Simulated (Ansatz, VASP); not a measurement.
**Two plane-wave programs on PbS**

INCAR

```
  PREC = Accurate
  ENCUT = 520
  EDIFF = 1E-6
  ISMEAR = 0
  SIGMA = 0.15
  LREAL = F
  LASPH = T
  NELM = 100
  ALGO = Fast
  ISIF = 2
  LWAVE = F
  LCHARG = F
  GGA = CA
  NBANDS = 17
```

KPOINTS

```
Automatic mesh
0
Gamma
  14 14 14
```

POSCAR

```
PbS
1.0
    3.6536590000      0.0000000000      0.0000000000
    0.0000000000      3.6536590000      0.0000000000
    0.0000000000      0.0000000000      3.6536590000
Pb S
1 1
Direct
    0.0000000000      0.0000000000      0.0000000000
    0.5000000000      0.5000000000      0.3631508852
```

Input for Ansatz:

```yaml
crystal:
  lattice:
    - [3.653659, 0.0, 0.0]
    - [0.0, 3.653659, 0.0]
    - [0.0, 0.0, 3.653659]
  atoms:
    - { symbol: Pb, position: [0.0, 0.0, 0.0] }
    - { symbol: S, position: [0.5, 0.5, 0.3631508852] }
basis:
  ecutwfc: 420
kpoints:
  mp_grid: { grid: [14, 14, 14] }
hamiltonian:
  xc: lda
scf:
  occupations: { method: gaussian, width: 0.15 }
output:
  forces: true
  stress: true
  eigenvalues: true
```

Change from the starting cell: all S atoms moved -0.500 Å, as atom 2 along Cartesian [0 0 1].

Alike in both runs: task single point; functional LDA; k mesh 14 × 14 × 14; occupations gaussian, width 0.15 eV; no spin polarisation.

|  | VASP | Ansatz |
| --- | --- | --- |
| version | VASP 6.6.1 | Ansatz 0.2.0 |
| potentials or method | VASP PAW LDA potentials, release 64 (Pb_d, S) | scalar-relativistic, plane waves, PAW |
| plane-wave cutoff (eV) | 520 | 420 |
| valence electrons in the cell | 20 | 20 |

Ansatz gave:

| Quantity | Value |
| --- | --- |
| gap on the k mesh at the Fermi level (eV) | none |
| pressure (GPa) | -2.3 |
| largest component of the traceless stress (GPa) | 1.67 |
| rms of the force components (eV/Å) | 0.025 |

Problem. Which values does VASP return?

Solution. gap on the k mesh at the Fermi level (eV): none; pressure (GPa): -2.3; largest component of the traceless stress (GPa): 1.64; rms of the force components (eV/Å): 0.022.

Atom by atom the forces differ by 0.003 eV/Å (rms over components). A gap of «none» marks a metal or a gap that the smearing closes.

Spin-orbit coupling is left out, which matters for the levels of Pb.
